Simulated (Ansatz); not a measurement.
**Zn: the order of phases at one pressure**

Which of fcc, bcc, hcp, sc, beta tin, omega has the lowest enthalpy for Zn at one common pressure? Methods of the runs shown: LAPW. Companion runs by PAW are cited.

Program: Ansatz 0.2.0. Level of theory: DFT, PBE, all-electron LAPW, scalar-relativistic. These are calculated values, not measurements.

**1. Starting point**

Symmetry: Fm-3m, No. 225, cubic system. The conventional cell has a = 3.518 Å, b = 3.518 Å, c = 3.518 Å, α = 90.00°, β = 90.00°, γ = 90.00°. Zn (site symmetry m-3m) is surrounded by 12 Zn at 2.49 Å.

Structure file:

```cif
data_structure
_symmetry_space_group_name_H-M 'Fm-3m'
_symmetry_Int_Tables_number 225
_cell_length_a 3.5183
_cell_length_b 3.5183
_cell_length_c 3.5183
_cell_angle_alpha 90.000
_cell_angle_beta 90.000
_cell_angle_gamma 90.000
_cell_volume 43.55
loop_
_atom_site_label
_atom_site_type_symbol
_atom_site_symmetry_multiplicity
_atom_site_Wyckoff_symbol
_atom_site_fract_x
_atom_site_fract_y
_atom_site_fract_z
_atom_site_occupancy
Zn1 Zn 4 a 0.00000 0.00000 0.00000 1
```

The file gives the conventional cell by its symmetry; the runs use the cell typed in the input.

**2. Fcc relaxed under pressure, LAPW**

input.yaml

```yaml
crystal:
  lattice:
    - [0.0, 1.7591294119, 1.7591294119]
    - [1.7591294119, 0.0, 1.7591294119]
    - [1.7591294119, 1.7591294119, 0.0]
  atoms:
    - { symbol: Zn, position: [0.0, 0.0, 0.0] }
kpoints:
  mp_grid: { grid: [19, 19, 19] }
scf:
  occupations: { method: fermi_dirac, width: 0.05 }
hamiltonian:
  xc: pbe
  pseudopotentials: { kind: all_electron, lapw: { basis_error: 0.0005 } }
output:
  forces: true
  stress: true
  eigenvalues: true
relax:
  f_tol: 0.005
  max_steps: 12
  cell: { p_target: 54.0, stress_tol: 0.03 }
```

On the command line:

```console
ansatz run input.yaml --threads 2 --pin off --max-ram 5120MiB --backend cpu --events-out ev --progress --plain --runs-dir out
```

Further steps of the session: Bcc relaxed under pressure, LAPW; Hcp relaxed under pressure, LAPW; Sc relaxed under pressure, LAPW; Beta tin relaxed under pressure, LAPW; Omega relaxed under pressure, LAPW.

Before running it: what results should come out? Wanted: pressure; lowest (for each run or level that gives them).

As calculated:

| quantity | value |
| --- | --- |
| pressure | 54 GPa |
| lowest (LAPW) | hcp, 50.0 meV/atom under fcc |
| lowest (PAW) | hcp, 49.9 meV/atom under fcc |

What this shows: By LAPW the order is hcp < fcc < bcc < omega < beta tin < sc. By PAW the order is hcp < fcc < bcc < omega < beta tin < sc. The methods agree on the lowest phase. Only these structures were tried, with electrons smeared by 0.05 eV and without vibrations, so the true ground state may be another. The k meshes differ between phases and weren't tested, which can move differences by some meV.
